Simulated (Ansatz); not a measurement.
NiSb: how the free axis answers a strain

NiSb, P6_3/mmc, a = 3.976 Å, c = 5.157 Å. The structure is a COD entry; whether it is the stable form wasn't checked. Ansatz: PBE, PAW, 420 eV, Γ-centred 18×18×10 mesh on 4 atoms, Gaussian smearing 0.10 eV; no spin polarisation. Series: uniaxial strain along c, with a, b and atoms relaxed; x is the strain in per cent. y is the change of a in per cent of 3.976 Å.

```
x (%) y (%)
 -3.0   0.94
 -2.0   0.61
 -1.0   0.29
  0.0   0.00
  1.0  -0.31
  2.0      ?
  3.0  -0.84
```

**Question.** Fit y = c1 x + c2 x² to the other rows, say what c1 measures, and predict the missing y.

**Answer.** Least squares on the rows shown. y = −0.2966 x + 0.005263 x². So −c1 = 0.297 is Poisson's ratio for this pair of axes. At x = 2.0 the fit asked for gives -0.57 %. The run gave -0.58 %, so the fit is 0.01 % too high, within the rms miss on the fitted rows (0.01 %).